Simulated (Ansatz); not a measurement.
What DFT gives for RbBr

```
CELL_PARAMETERS angstrom
0.00000 3.46604 3.46604
3.46604 0.00000 3.46604
3.46604 3.46604 0.00000
ATOMIC_POSITIONS crystal
Rb 0.00000 0.00000 0.00000
Br 0.50000 0.50000 0.50000
```

Single point in Ansatz 0.2.0 with PBE, no spin polarisation. Cutoff 420 eV, PAW datasets, 6×6×6 Γ-centred k mesh, fermi-dirac filling (width 0.0638 eV).

Task: Is it stable against the elements?

Result: -1.77 eV an atom against the elements' usual phases (free molecules for gases, crystals otherwise, with no correction for O₂ or N₂), so it is bound against them; other compounds may still compete. Relaxing would lower it.

Task: What do density and ELF say about some of the short contacts?

Result: Rb–Br at 3.47 Å: least valence density 0.07 e/Å³ and ELF 0.05 there, a closed-shell (ionic or weak) contact. These are pseudo-fields; inside the PAW spheres they differ from the all-electron ones.

Task: What is the band gap?

Result: The gap is 4.28 eV, direct at the points sampled. A semilocal functional usually gives too small a gap.

Task: Which element gives electrons and which takes them?

Result: Bader charges in e: Rb +0.83, Br -0.83. In the mean Rb gives up most and Br takes most.

Task: Is the cell too large or too small?

Result: The pressure is 0.5 GPa (compression positive), so with the atoms held at these fractions the cell is close to zero pressure.

Origin: a database entry at a rescaled volume.
